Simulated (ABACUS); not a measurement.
Ru under changes of volume

One of the cells (13.575 Å³/atom); the others are scaled copies at fixed shape and fractional positions:

```xyz
2
Lattice="2.7058 0.0000 0.0000 -1.3529 2.3433 0.0000 0.0000 0.0000 4.2819" Properties=species:S:1:pos:R:3 pbc="T T T"
Ru    1.3529    0.7811    3.2114
Ru    0.0000    1.5622    1.0705
```

- Program: ABACUS 3.10.1
- Functional: PBEsol
- Potentials or basis: PseudoDojo NC SR 0.4.1 PBEsol standard
- Cutoff: 1143 eV
- Density cutoff: 4572 eV
- Basis: plane waves
- k mesh: 11 × 11 × 6
- Occupations: fermi-dirac, width 0.05 eV
- Spin: no spin polarisation

| volume (Å³/atom) | energy over the lowest point (meV/atom) | pressure (GPa) |
| --- | --- | --- |
| 12.760 | 30.04 | 17.3 |
| 13.032 | ? | ? |
| 13.303 | 0.00 | 1.1 |
| 13.575 | 4.03 | -5.7 |
| 13.846 | 18.91 | -11.7 |
| 14.118 | 43.41 | -17.1 |
| 14.389 | 76.46 | -21.8 |

Question: What does the run at 13.032 Å³/atom give?

Answer: Energy over the lowest point 8.16 meV/atom; pressure 8.7 GPa.

Worked out: A Birch-Murnaghan fit of order 3 (a polynomial in V^(-2/3)) to the other rows has its minimum at 13.34 Å³/atom with B0 = V·E''(V) = 347 GPa and B' = 4.8 at fixed shape and positions, which overstates the stiffness. It gives 8.14 meV/atom at 13.032 Å³/atom, against the run's 8.16, and -dE/dV = 8.7 GPa, against 8.7.

Energies are extrapolated to zero smearing.
